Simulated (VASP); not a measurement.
Here is a VASP 6.6.1 calculation.

The input POSCAR:

```
GaAs
1.0
    0.0000000000      2.8268500000      2.8268500000
    2.8268500000      0.0000000000      2.8268500000
    2.8268500000      2.8268500000      0.0000000000
As Ga
1 1
Direct
    0.7500000000      0.7500000000      0.7500000000
    0.0000000000      0.0000000000      0.0000000000
```

INCAR.step1

```
SYSTEM = GaAs
ALGO = Normal
EDIFF = 1E-5
ENCUT = 520
GGA = PE
ISIF = 2
ISMEAR = -1
LASPH = .TRUE.
LCHARG = .FALSE.
LREAL = .FALSE.
LWAVE = .TRUE.
NBANDS = 16
NELM = 80
PREC = Accurate
SIGMA = 0.05
```

The input INCAR.step2:

```
SYSTEM = GaAs
AEXX = 0.5
ALGO = Normal
EDIFF = 1E-6
ENCUT = 520
GGA = PE
HFRCUT = -1
ISIF = 2
ISMEAR = -1
ISTART = 1
LASPH = .TRUE.
LCHARG = .FALSE.
LHFCALC = .TRUE.
LREAL = .FALSE.
LWAVE = .FALSE.
NBANDS = 16
NELM = 80
PREC = Accurate
PRECFOCK = Fast
SIGMA = 0.05
```

KPOINTS

```
k-points
0
G
  4 4 4
  0 0 0
```

Potentials or basis: VASP PAW PBE potentials, release 64 (As, Ga_d).

Command:

```bash
$ cat potpaw_PBE.64/As/POTCAR potpaw_PBE.64/Ga_d/POTCAR > POTCAR
$ cp INCAR.step1 INCAR
$ mpirun -np 1 vasp_std > vasp.out
$ cp INCAR.step2 INCAR
$ mpirun -np 1 vasp_std > vasp.out
```

Problem. Estimate the band gap on the k mesh.

Solution. 3.93 eV, direct.

Problem. What does it give for the pressure?

Solution. -1.5 GPa.

Caveat: the k mesh is coarse (spacing up to 0.48 Å⁻¹), so the values aren't converged, least of all with exact exchange; the PAW data sets were made with another functional, which shifts forces and pressure a little. A k mesh can miss the band edges.
